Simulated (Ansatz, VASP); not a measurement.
## Os: VASP beside Ansatz

File POSCAR:

```
Os
1.0
    0.0000000000      1.9129311828      1.9129311828
    1.9129311828      0.0000000000      1.9129311828
    1.9129311828      1.9129311828      0.0000000000
Os
1
Direct
    0.0000000000      0.0000000000      0.0000000000
```

The input INCAR.step1:

```
PREC = Accurate
ENCUT = 520
ISMEAR = 0
SIGMA = 0.1
LREAL = F
LASPH = T
NELM = 100
NBANDS = 10
GGA = PE
ALGO = Normal
EDIFF = 1E-4
LWAVE = T
LCHARG = F
```

INCAR.step2

```
PREC = Accurate
ENCUT = 520
EDIFF = 1E-6
ISMEAR = 0
SIGMA = 0.1
LREAL = F
LASPH = T
NELM = 100
ALGO = Normal
ISIF = 2
LWAVE = F
LCHARG = F
METAGGA = R2SCAN
LMIXTAU = T
NBANDS = 10
ISTART = 1
```

Contents of KPOINTS:

```
regular mesh
0
Gamma
  8 8 8
```

Input for Ansatz:

```yaml
crystal:
  lattice:
    - [0.0, 1.9129311828, 1.9129311828]
    - [1.9129311828, 0.0, 1.9129311828]
    - [1.9129311828, 1.9129311828, 0.0]
  atoms:
    - { symbol: Os, position: [0.0, 0.0, 0.0] }
basis:
  ecutwfc: 500
kpoints:
  mp_grid: { grid: [8, 8, 8] }
hamiltonian:
  xc: r2scan
scf:
  occupations: { method: gaussian, width: 0.1 }
output:
  forces: true
  stress: true
  eigenvalues: true
```

This isn't the form of Os at room conditions, which is hcp.

Alike in both runs: task single point; functional r2SCAN; k mesh 8 × 8 × 8; occupations gaussian, width 0.1 eV; no spin polarisation.

|  | VASP | Ansatz |
| --- | --- | --- |
| version | VASP 6.6.1 | Ansatz 0.2.0 |
| potentials or method | VASP PAW PBE potentials, release 64 (Os) | scalar-relativistic, plane waves, PAW |
| plane-wave cutoff (eV) | 520 | 500 |
| valence electrons in the cell | 8 | 16 |

VASP gave:

```
gap on the k mesh at the Fermi level (eV) : none
pressure (GPa)                            : 3.1
```

Problem. Estimate Ansatz's values.

Solution. gap on the k mesh at the Fermi level (eV): none; pressure (GPa): 2.0.

A gap of «none» marks a metal or a gap that the smearing closes. The two sets of potentials don't hold the same shells in valence.

Caveats: the PAW data sets were made with another functional, which shifts forces and pressure a little (VASP). The runs have no spin-orbit coupling, so splittings on Os are missing.
